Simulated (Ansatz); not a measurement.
CdSe: elastic constants from stress and strain

```
CELL_PARAMETERS angstrom
0.00000 3.07027 3.07027
3.07027 0.00000 3.07027
3.07027 3.07027 0.00000
ATOMIC_POSITIONS crystal
Cd 0.00000 0.00000 0.00000
Se 0.25000 0.25000 0.25000
```

Atom numbers follow the list: Cd1, Se2.

The cell is the one relaxed in the Materials Project (mp-2691), not relaxed further here; entries there can be hypothetical.

Level of theory: DFT, LDA, all-electron LAPW, scalar-relativistic in Ansatz 0.2.0.

Settings: a Γ-centred 8×8×8 k mesh, Fermi–Dirac smearing of 0.03 eV, basis error target 1 meV/atom, no spin polarisation.

The unstrained cell is at -3.25 GPa. Large strains and very small stresses are left out. Each strain is applied once, with fractional coordinates held (clamped ions), and σ below is the change of stress, positive in tension. One finite strain gives stress–strain coefficients at this pressure with an error of the order of the strain times third-order constants, a few per cent for each per cent of strain.

With equal xy, yz and zx engineering shear strains of -1 %, the run gives σxy = -0.40 GPa and γxy = 2εxy = -0.0100. Which stiffness follows?

C44 (clamped ions) = σxy/γxy = 40 GPa.

Estimate the stiffness probed by this change, and the stress that it gives: equal xy, yz and zx engineering shear strains of +1 %.

σxy = 0.37 GPa and γxy = 2εxy = 0.0100, so C44 (clamped ions) = σxy/γxy = 37 GPa.

The two estimates of C44 (clamped ions) differ. Why, and which value is best?

Finite strains add third-order terms, which change sign with the strain; interpolating the two linearly to zero strain gives 38 GPa, the better value.
